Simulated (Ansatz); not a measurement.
# Molecular dynamics of CsBr

The input (input.yaml):

```yaml
accuracy: low
crystal:
  lattice:
    - [8.651244, 0.0, 0.0]
    - [0.0, 8.651244, 0.0]
    - [0.0, 0.0, 8.651244]
  atoms:
    - { symbol: Cs, position: [0.0, 0.0, 0.0] }
    - { symbol: Br, position: [0.25, 0.25, 0.25] }
    - { symbol: Cs, position: [0.0, 0.0, 0.5] }
    - { symbol: Br, position: [0.25, 0.25, 0.75] }
    - { symbol: Cs, position: [0.0, 0.5, 0.0] }
    - { symbol: Br, position: [0.25, 0.75, 0.25] }
    - { symbol: Cs, position: [0.0, 0.5, 0.5] }
    - { symbol: Br, position: [0.25, 0.75, 0.75] }
    - { symbol: Cs, position: [0.5, 0.0, 0.0] }
    - { symbol: Br, position: [0.75, 0.25, 0.25] }
    - { symbol: Cs, position: [0.5, 0.0, 0.5] }
    - { symbol: Br, position: [0.75, 0.25, 0.75] }
    - { symbol: Cs, position: [0.5, 0.5, 0.0] }
    - { symbol: Br, position: [0.75, 0.75, 0.25] }
    - { symbol: Cs, position: [0.5, 0.5, 0.5] }
    - { symbol: Br, position: [0.75, 0.75, 0.75] }
basis:
  ecutwfc: 420.0
kpoints:
  mp_grid: { grid: [1, 1, 1] }
hamiltonian:
  xc: pbe
scf:
  occupations: { method: fermi_dirac, width: 0.05 }
  lower_state_search: "off"
md:
  timestep: 3
  n_steps: 400
  ensemble: nve
  temperature: 1000.0
  initial_velocities: maxwell_boltzmann
  seed: 819923
```

Command:

```bash
$ ansatz run input.yaml --threads 1 --pin off --max-ram 3072MiB --backend cpu --events-out ev --progress --plain --runs-dir out
```

It starts from a structure without forces on its atoms.

Output, in part (step lines):

```
md step     0: t =     0.00 fs  T =  1000.0 K  F+E_penalty+E_count = -67658.62451160 eV  E_kin = 1.938900 eV  conserved = -67656.68561161 eV  (6 SCF iters)
md step     1: t =     3.00 fs  T =   999.0 K  F+E_penalty+E_count = -67658.62256764 eV  E_kin = 1.936962 eV  conserved = -67656.68560530 eV  (6 SCF iters)
md step     2: t =     6.00 fs  T =   996.0 K  F+E_penalty+E_count = -67658.61678693 eV  E_kin = 1.931188 eV  conserved = -67656.68559880 eV  (6 SCF iters)
md step     3: t =     9.00 fs  T =   991.1 K  F+E_penalty+E_count = -67658.60725072 eV  E_kin = 1.921659 eV  conserved = -67656.68559215 eV  (6 SCF iters)
md step     4: t =    12.00 fs  T =   984.3 K  F+E_penalty+E_count = -67658.59404639 eV  E_kin = 1.908461 eV  conserved = -67656.68558553 eV  (6 SCF iters)
md step     5: t =    15.00 fs  T =   975.7 K  F+E_penalty+E_count = -67658.57726780 eV  E_kin = 1.891689 eV  conserved = -67656.68557895 eV  (3 SCF iters)
md step     6: t =    18.00 fs  T =   965.2 K  F+E_penalty+E_count = -67658.55701590 eV  E_kin = 1.871443 eV  conserved = -67656.68557248 eV  (3 SCF iters)
md step     7: t =    21.00 fs  T =   953.0 K  F+E_penalty+E_count = -67658.53339934 eV  E_kin = 1.847833 eV  conserved = -67656.68556630 eV  (2 SCF iters)
[... lines left out ...]
md step   398: t =  1194.00 fs  T =   683.8 K  F+E_penalty+E_count = -67658.01133555 eV  E_kin = 1.325841 eV  conserved = -67656.68549439 eV  (2 SCF iters)
md step   399: t =  1197.00 fs  T =   676.2 K  F+E_penalty+E_count = -67657.99663935 eV  E_kin = 1.311137 eV  conserved = -67656.68550240 eV  (2 SCF iters)
md step   400: t =  1200.00 fs  T =   667.4 K  F+E_penalty+E_count = -67657.97955070 eV  E_kin = 1.294041 eV  conserved = -67656.68550993 eV  (6 SCF iters)
```

The steps, from the saved trajectory:

```csv
time (fs),T (K),potential energy less start (eV),conserved less start (meV/atom)
0.0,1000,0.000,0.00
39.0,847,0.296,0.01
78.0,518,0.934,0.02
117.0,342,1.276,0.02
156.0,376,1.211,0.01
195.0,368,1.227,0.02
234.0,386,1.190,0.02
273.0,502,0.967,0.01
312.0,549,0.875,0.01
351.0,514,0.943,0.01
390.0,491,0.987,0.01
429.0,524,0.924,0.02
468.0,632,0.713,0.00
507.0,604,0.769,0.02
546.0,632,0.715,0.02
585.0,641,0.696,0.01
624.0,492,0.986,0.02
663.0,446,1.074,0.02
702.0,589,0.797,0.00
741.0,576,0.822,0.01
780.0,477,1.014,0.02
819.0,553,0.868,0.02
858.0,644,0.691,0.01
897.0,620,0.737,0.01
936.0,543,0.887,0.02
975.0,527,0.917,0.02
1014.0,610,0.757,0.01
1053.0,514,0.943,0.00
1092.0,321,1.318,0.04
1131.0,565,0.843,0.00
1170.0,704,0.574,0.01
```

The run went to its last step. The conserved energy stayed within 0.04 meV per atom of its start (net change 0.0064 meV per atom), so the integration is sound. The temperature averaged 0.55 of the 1000 K drawn at the start: a run that starts near a minimum puts about half its kinetic energy into the potential. A run of 1.2 ps of so small a system gives no equilibrium averages. Limits of this set-up: coarse k mesh, low accuracy level.

Mean squared displacements from the first frame to the last, about the centre of mass: Cs 0.15 Å², Br 0.19 Å².

Last frame:

```xyz
16
Lattice="8.6512 0.0000 0.0000 0.0000 8.6512 0.0000 0.0000 0.0000 8.6512" Properties=species:S:1:pos:R:3
Cs 0.400 -0.227 -0.201
Br 1.768 2.195 1.887
Cs -0.294 0.164 4.072
Br 2.153 1.496 6.272
Cs -0.136 4.338 -0.167
Br 2.319 6.556 2.532
Cs -0.088 4.500 4.318
Br 2.279 5.979 6.798
Cs 4.597 0.069 0.088
Br 6.527 2.100 2.142
Cs 4.334 0.176 4.218
Br 6.236 2.191 6.404
Cs 4.048 4.482 0.632
Br 6.613 6.582 1.924
Cs 4.430 4.412 4.497
Br 6.729 6.489 6.388
```

Time of the run: 15 min on 1 thread of Arm Neoverse V1 (shared host), peak memory 0.6 GiB.
